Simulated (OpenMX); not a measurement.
## Os in OpenMX: the effect of volume scale

Os:

```
Os
1.0
     2.62004    0.00000    0.00000
    -1.31002    2.26902    0.00000
     0.00000    0.00000    4.13950
Os
2
Direct
  0.66667 0.33333 0.75000
  0.33333 0.66667 0.25000
```

Alike in all runs:

| Quantity | Value |
| --- | --- |
| Program | OpenMX 3.8.5 |
| Task | single point |
| Functional | PBE |
| Potentials or basis | OpenMX 2013 PBE set, Os7.0-s3p2d2f1, grid cutoff 400 Ry |
| k mesh | 9 × 9 × 5 |
| Occupations | fermi-dirac, width 0.05 eV |
| Spin | no spin polarisation |

```tsv
volume scale	pressure (GPa)
0.88	88.2
0.92	56.7
0.96	31.3
1	11.2
1.04	-4.9
1.08	?
```

Question: What does the run with volume scale 1.08 give?

Answer: Pressure -17.9 GPa.

Worked out: A parabola through the other rows of the pressure, of slope -192 GPa per unit of volume scale there, extrapolates to -15.0 GPa, against the run's -17.9.

Caveats: the basis of atomic orbitals isn't converged, which shifts pressures, moduli and gaps; the cell as given lies far from equilibrium (some runs).
